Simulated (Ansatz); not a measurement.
Runs of Ansatz 0.2.0 on TiCo. Symmetry: Pm-3m, No. 221, cubic system. The conventional cell has a = 2.986 Å, b = 2.986 Å, c = 2.986 Å, α = 90.00°, β = 90.00°, γ = 90.00°. Co (site symmetry m-3m) is surrounded by 8 Ti at 2.59 Å. Ti (site symmetry m-3m) has 8 Co at 2.59 Å as nearest neighbours. The cell comes from a database or a generator and needn't be the stable form of this composition.

```csv
task,level,cell,k mesh,cutoff (eV),target pressure (GPa),mesh quality,gap on the mesh (eV),pressure (GPa),moment (μB)
relaxation of cell and atoms,PBEsol,relaxed to 20 GPa,9 × 9 × 9,420,20,not flagged,none,20.0,(a)
projected density of states,PBEsol,as given,5 × 5 × 5,420,-,coarse,none,(b),0.90
projected density of states,revPBE,as given,5 × 5 × 5,420,-,coarse,none,3.5,0.90
projected density of states,HSE06,as given,5 × 5 × 5,420,-,coarse,none,5.7,1.00
projected density of states,r2SCAN0,as given,5 × 5 × 5,500,-,coarse,none,6.6,1.00
```

Alike in all rows: potentials or basis Ansatz PAW; spin collinear, ferromagnetic start; smearing fermi-dirac 0.05 eV.

**Question.** Estimate the missing entries.

**Answer.** (a) 0.48; (b) -7.0.

Caveats: some runs use coarse meshes; the PAW data sets come from PBE, with cores solved anew for the run's functional, which leaves a small shift of forces and pressure; the density of states is complete only up to the lowest level of the last band computed (some runs); the magnetic or orbital state may not be the lowest (some runs); the starting moments weren't kept (some runs); the thresholds are loose for stress (some runs); the plane-wave basis is chosen anew once the cell has moved, so the energies of steps on either side of that aren't comparable (some runs).

A gap of «none» marks a metal or a gap under the smearing width.

Runs at the PBE level aren't shown here.
